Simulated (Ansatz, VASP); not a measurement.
This is a calculation of K for Ansatz 0.2.0.

input.yaml

```yaml
crystal:
  lattice:
    - [-2.6975585167, 2.6975585167, 2.6975585167]
    - [2.6975585167, -2.6975585167, 2.6975585167]
    - [2.6975585167, 2.6975585167, -2.6975585167]
  atoms:
    - { symbol: K, position: [0.0, 0.0, 0.0] }
hamiltonian:
  xc: rpbe
  pseudopotentials: { kind: paw }
kpoints:
  mp_grid: { grid: [7, 7, 7] }
scf:
  occupations: { method: gaussian, width: 0.05 }
output:
  forces: true
  stress: true
  eigenvalues: true
```

Potentials or basis: Ansatz PAW.

Run with:

```console
$ ansatz run input.yaml --threads 1 --pin off --max-ram 3584MiB --backend cpu --events-out ev --progress --plain --runs-dir out
```

Question: Set up the same calculation for VASP 6.6.1. Potentials there: VASP PAW PBE potentials, release 54 (K_sv).

Answer: As run (the cutoff follows the program's own potentials):

File run.py:

```python
from ase.calculators.vasp import Vasp
from ase.dft.bandgap import bandgap
from ase.io import read

atoms = read('K.cif', primitive_cell=True, subtrans_included=False)
calc = Vasp(
    directory='calc',
    xc='rpbe',
    pp='PBE',
    setups='recommended',
    pp_version='54',
    prec='Accurate',
    encut=520,
    ediff=1e-06,
    ismear=0,
    sigma=0.05,
    lreal=False,
    lasph=True,
    nelm=80,
    algo='Normal',
    isif=2,
    lwave=False,
    lcharg=False,
    kpts=[7, 7, 7],
    gamma=True,
)
atoms.calc = calc

print('energy (eV):', atoms.get_potential_energy())
print('free energy (eV):', atoms.get_potential_energy(force_consistent=True))
print('forces (eV/A):')
print(atoms.get_forces())
print('stress (eV/A^3, Voigt):', atoms.get_stress())
print('Fermi level (eV):', calc.get_fermi_level())
gap, top, bottom = bandgap(calc)
print('band gap (eV):', gap, 'from (spin, k, band)', top, 'to', bottom)
```

The input K.cif:

```cif
data_K
_cell_length_a 5.39511703
_cell_length_b 5.39511703
_cell_length_c 5.39511703
_cell_angle_alpha 90.00000000
_cell_angle_beta 90.00000000
_cell_angle_gamma 90.00000000
_space_group_name_H-M_alt 'Im-3m'
_space_group_name_Hall '-I 4 2 3'
_space_group_IT_number 229
loop_
_space_group_symop_operation_xyz
'x,y,z'
'-x,-y,-z'
'-y,x,z'
'y,-x,-z'
'-x,-y,z'
'x,y,-z'
'y,-x,z'
'-y,x,-z'
'x,-y,-z'
'-x,y,z'
'-y,-x,-z'
'y,x,z'
'-x,y,-z'
'x,-y,z'
'y,x,-z'
'-y,-x,z'
'z,x,y'
'-z,-x,-y'
'z,-y,x'
'-z,y,-x'
'z,-x,-y'
'-z,x,y'
'z,y,-x'
'-z,-y,x'
'-z,x,-y'
'z,-x,y'
'-z,-y,-x'
'z,y,x'
'-z,-x,y'
'z,x,-y'
'-z,y,x'
'z,-y,-x'
'y,z,x'
'-y,-z,-x'
'x,z,-y'
'-x,-z,y'
'-y,z,-x'
'y,-z,x'
'-x,z,y'
'x,-z,-y'
'-y,-z,x'
'y,z,-x'
'-x,-z,-y'
'x,z,y'
'y,-z,-x'
'-y,z,x'
'x,-z,y'
'-x,z,-y'
'x+1/2,y+1/2,z+1/2'
'-x+1/2,-y+1/2,-z+1/2'
'-y+1/2,x+1/2,z+1/2'
'y+1/2,-x+1/2,-z+1/2'
'-x+1/2,-y+1/2,z+1/2'
'x+1/2,y+1/2,-z+1/2'
'y+1/2,-x+1/2,z+1/2'
'-y+1/2,x+1/2,-z+1/2'
'x+1/2,-y+1/2,-z+1/2'
'-x+1/2,y+1/2,z+1/2'
'-y+1/2,-x+1/2,-z+1/2'
'y+1/2,x+1/2,z+1/2'
'-x+1/2,y+1/2,-z+1/2'
'x+1/2,-y+1/2,z+1/2'
'y+1/2,x+1/2,-z+1/2'
'-y+1/2,-x+1/2,z+1/2'
'z+1/2,x+1/2,y+1/2'
'-z+1/2,-x+1/2,-y+1/2'
'z+1/2,-y+1/2,x+1/2'
'-z+1/2,y+1/2,-x+1/2'
'z+1/2,-x+1/2,-y+1/2'
'-z+1/2,x+1/2,y+1/2'
'z+1/2,y+1/2,-x+1/2'
'-z+1/2,-y+1/2,x+1/2'
'-z+1/2,x+1/2,-y+1/2'
'z+1/2,-x+1/2,y+1/2'
'-z+1/2,-y+1/2,-x+1/2'
'z+1/2,y+1/2,x+1/2'
'-z+1/2,-x+1/2,y+1/2'
'z+1/2,x+1/2,-y+1/2'
'-z+1/2,y+1/2,x+1/2'
'z+1/2,-y+1/2,-x+1/2'
'y+1/2,z+1/2,x+1/2'
'-y+1/2,-z+1/2,-x+1/2'
'x+1/2,z+1/2,-y+1/2'
'-x+1/2,-z+1/2,y+1/2'
'-y+1/2,z+1/2,-x+1/2'
'y+1/2,-z+1/2,x+1/2'
'-x+1/2,z+1/2,y+1/2'
'x+1/2,-z+1/2,-y+1/2'
'-y+1/2,-z+1/2,x+1/2'
'y+1/2,z+1/2,-x+1/2'
'-x+1/2,-z+1/2,-y+1/2'
'x+1/2,z+1/2,y+1/2'
'y+1/2,-z+1/2,-x+1/2'
'-y+1/2,z+1/2,x+1/2'
'x+1/2,-z+1/2,y+1/2'
'-x+1/2,z+1/2,-y+1/2'
loop_
_atom_site_label
_atom_site_type_symbol
_atom_site_symmetry_multiplicity
_atom_site_Wyckoff_symbol
_atom_site_fract_x
_atom_site_fract_y
_atom_site_fract_z
_atom_site_occupancy
K1 K 2 a 0.0000000000 0.0000000000 0.0000000000 1
```

Potentials or basis: VASP PAW PBE potentials, release 54 (K_sv).

The run is started by

```console
$ python run.py
```

Both were run:

|  | VASP | Ansatz | Ansatz less VASP |
| --- | --- | --- | --- |
| gap on the k mesh at the Fermi level (eV) | none | none | - |
| pressure (GPa) | 0.1 | 0.1 | +0.01 |

A gap of «none» marks a metal or a gap that the smearing closes. The functional is the same, so the differences come from potentials, cutoffs and numerics.

Caveats: the PAW data sets were made with another functional, which shifts forces and pressure a little (VASP); the PAW data sets come from PBE, with cores solved anew for the run's functional, which leaves a small shift of forces and pressure (Ansatz).
